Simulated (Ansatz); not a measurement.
Runs of Ansatz 0.2.0 on Ag. Symmetry: Im-3m, No. 229, cubic system. Conventional cell: a = 3.311 Å, b = 3.311 Å, c = 3.311 Å, α = 90.00°, β = 90.00°, γ = 90.00°. Around Ag (site symmetry m-3m) lie 8 Ag at 2.87 Å. This isn't the form of Ag at room conditions, which is fcc.

```csv
task,level,potentials or basis,spin,cell,k mesh,cutoff (eV),smearing,phonon path,basis error allowed,mesh quality,gap on the mesh (eV),pressure (GPa)
single point,BLYP+D3(BJ),"all-electron LAPW, relativistic spinors","SOC, no magnetisation",as given,8 × 8 × 8,244,methfessel-paxton 0.2 eV,-,0.001 eV/atom,coarse,none,-5.4
single point,PBE,"all-electron LAPW, scalar-relativistic",off,as given,4 × 4 × 4,209,fermi-dirac 0.02 eV,-,0.004 eV/atom,coarse,none,(a)
relaxation of cell and atoms,PBEsol,"all-electron LAPW, scalar-relativistic",off,relaxed to 30 GPa,11 × 11 × 11,-,fermi-dirac 0.05 eV,-,0.001 eV/atom,not flagged,-,30.0
relaxation of cell and atoms,PBEsol,"all-electron LAPW, scalar-relativistic",off,relaxed to 20 GPa,11 × 11 × 11,-,fermi-dirac 0.05 eV,-,0.001 eV/atom,not flagged,-,20.0
single point,PBE,"all-electron LAPW, scalar-relativistic",off,as given,11 × 11 × 11,244,gaussian 0.02 eV,-,0.001 eV/atom,not flagged,none,-0.8
relaxation of cell and atoms,PBEsol,"all-electron LAPW, scalar-relativistic",off,relaxed,11 × 11 × 11,-,fermi-dirac 0.05 eV,-,0.001 eV/atom,not flagged,-,0.0
relaxation of cell and atoms,PBEsol,"all-electron LAPW, scalar-relativistic",off,relaxed to 5 GPa,11 × 11 × 11,-,fermi-dirac 0.05 eV,-,0.001 eV/atom,not flagged,-,5.0
```

Question: Estimate the missing entries.

Answer: (a) -1.9.

Caveats: some runs use coarse meshes; the k mesh is thin for a metal, which can move the energy by tens of meV per atom (some runs); pairwise dispersion overbinds metals, which lowers pressure and volume (some runs).

A k mesh can miss the band edges, and rows without SOC leave out spin-orbit coupling on Ag.

A gap of «none» marks a metal or a gap under the smearing width.
